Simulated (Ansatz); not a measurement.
# As (beta tin type): how the settings move a relaxation

How sensitive is a relaxation of As (beta tin type) to its settings? A reference run comes first, then one run with altered input.

Program: Ansatz 0.2.0. Level of theory: reference: DFT, PBE, PAW with Ansatz's default frozen-core files, scalar-relativistic. These are calculated values, not measurements.

1 further run of the same task is left out (it didn't finish).

## Step 1: The starting structure

The structure is tetragonal, space group I4_1/amd (No. 141). Conventional cell: a = 5.221 Å, b = 5.221 Å, c = 2.872 Å, α = 90.00°, β = 90.00°, γ = 90.00°. Around As (site symmetry -4m2) lie 6 As at 2.71 to 2.87 Å.

Structure file:

```xyz
2
Lattice="-2.6106 2.6106 1.4358 2.6106 -2.6106 1.4358 2.6106 2.6106 -1.4358" Properties=species:S:1:pos:R:3 pbc="T T T"
As    0.0000   -1.3053   -0.3590
As    0.0000    1.3053    0.3590
```

## Step 2: Baseline

Input file input.yaml:

```yaml
crystal:
  lattice:
    - [-2.6105541945, 2.6105541945, 1.435804807]
    - [2.6105541945, -2.6105541945, 1.435804807]
    - [2.6105541945, 2.6105541945, -1.435804807]
  atoms:
    - { symbol: As, position: [-0.375, -0.125, -0.25] }
    - { symbol: As, position: [0.375, 0.125, 0.25] }
kpoints:
  mp_grid: { grid: [17, 17, 17] }
scf:
  occupations: { method: fermi_dirac, width: 0.1 }
hamiltonian:
  xc: pbe
  pseudopotentials: { kind: paw }
output:
  forces: true
  stress: true
relax:
  f_tol: 0.005
  max_steps: 40
  cell: {}
```

Started as:

```sh
ansatz run input.yaml --threads 1 --pin off --max-ram 2048MiB --backend cpu --events-out ev --progress --plain --runs-dir out
```

## Step 3: Variant: occupations.width 0.025, dr2_threshold 1.0e-08

input.yaml: that of step 2 with these lines changed.

```diff
@@ -11,3 +11,4 @@
 scf:
-  occupations: { method: fermi_dirac, width: 0.1 }
+  occupations: { method: fermi_dirac, width: 0.025 }
+  convergence: { dr2_threshold: 1.0e-08 }
 hamiltonian:
```

Q: Predict the outcome of this session. Wanted: for each run, ending; energy change; pressure; gap; force.

The runs gave:

| run | ending | energy change | pressure (GPa) | gap (eV) | force (eV/Å) | cycles | time |
| --- | --- | --- | --- | --- | --- | --- | --- |
| reference | converged | 0 | 0.0 | 0.00 | 0.00 | 29 | 76 s |
| 1: occupations.width 0.025, dr2_threshold 1.0e-08 | converged | +0.3 meV/atom (σ→0) | 0.0 | 0.00 | 0.00 | 31 | 76 s |

**Reading.** Changing the smearing and convergence setting leaves the energy as it was (+0.3 meV/atom). Cost: 31 SCF cycles against 29. Semilocal functionals close small gaps, so the missing gap need not be the real solid's.
